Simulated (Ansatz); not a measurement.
# Light or heavy electrons for an n-channel?

Plane-wave DFT in Ansatz, PBE, scalar-relativistic PAW potentials, cutoff 420 eV, no spin-orbit coupling; no spin polarisation. Relaxed crystals whose conduction band edge is a single valley at Γ; masses by central differences along the Cartesian axes of the standard setting. A star marks a structure that wasn't matched here to a measured phase, so it may never have been made and needn't be stable; unstarred phases aren't always the most stable ones.

| crystal | gap (eV) | gap kind | m_x | m_y | m_z (mₑ) |
| --- | --- | --- | --- | --- | --- |
| ZnO (P6_3mc) | 0.74 | direct | 0.137 | 0.137 | 0.138 |
| ZnS (P6_3mc) | 2.08 | direct | 0.179 | 0.179 | 0.157 |
| TiO₂ (Imma)* | 1.86 | direct | 0.577 | 1.17 | 1.17 |
| AlN (P6_3mc) | 4.03 | direct | 0.296 | 0.296 | 0.282 |

Problem. Take a film 3 nm thick, normal along z, current along x, at 300 K. Work out the injection velocity, the density-of-states capacitance and the confinement shift.

Solution. For a non-degenerate gas v_T = √(2k_BT/πm_x) = 5.38×10⁶ cm/s ÷ √(m_x/mₑ); one valley with both spins has C_Q = e²√(m_x m_y)/πħ² = 66.9 μF/cm² × √(m_x m_y)/mₑ; hard walls lift the first subband by ħ²π²/(2m_z t²) = 376 meV nm² ÷ (t² m_z/mₑ).
```csv
crystal,v_T (10⁷ cm/s),C_Q (μF/cm²),shift (meV)
ZnO (P6_3mc),1.45,9.2,303
ZnS (P6_3mc),1.27,12.0,266
TiO₂ (Imma)*,0.71,55.0,36
AlN (P6_3mc),0.99,19.8,148
```

Problem. With a gate oxide of 1 nm equivalent thickness (3.45 μF/cm²), which gives the most current per gate overdrive in the ballistic limit?

Solution. The gate capacitance is the series value C_G = 1/(1/C_ox + 1/C_Q), and the current goes as C_G v_T: ZnO (P6_3mc) 1.00, ZnS (P6_3mc) 0.93, AlN (P6_3mc) 0.80, TiO₂ (Imma)* 0.63 (relative). For an isotropic mass C_G v_T peaks where C_Q = C_ox, at about 0.05 mₑ. This measure doesn't part those within 10 % of the top value: ZnO (P6_3mc), ZnS (P6_3mc). C_Q is the degenerate value and v_T the non-degenerate one; at high drain bias only forward-going states fill, which halves C_Q, while degeneracy raises the velocity, so values within about 10 % of each other aren't ranked. Scattering and the charge centroid are left out, and so are side valleys, which confinement lifts less and can make the lowest. Members with gaps over 3 eV here are hard to dope and contact. In oxides whose conduction band is of d states, electrons tend to self-trap as polarons, and the band mass says little. Where the shift is over a third of the gap (ZnO (P6_3mc)) the band isn't parabolic that far up, so the true shift is smaller and the mass larger. Semilocal functionals give gaps too small and so, as a rule, masses too light.

Cost: about 9.8 core-minutes for the runs cited, on Arm Neoverse V1, Intel Xeon Platinum 8259CL (Skylake/Cascade Lake), AMD EPYC (Zen 3) and other processors (shared hosts).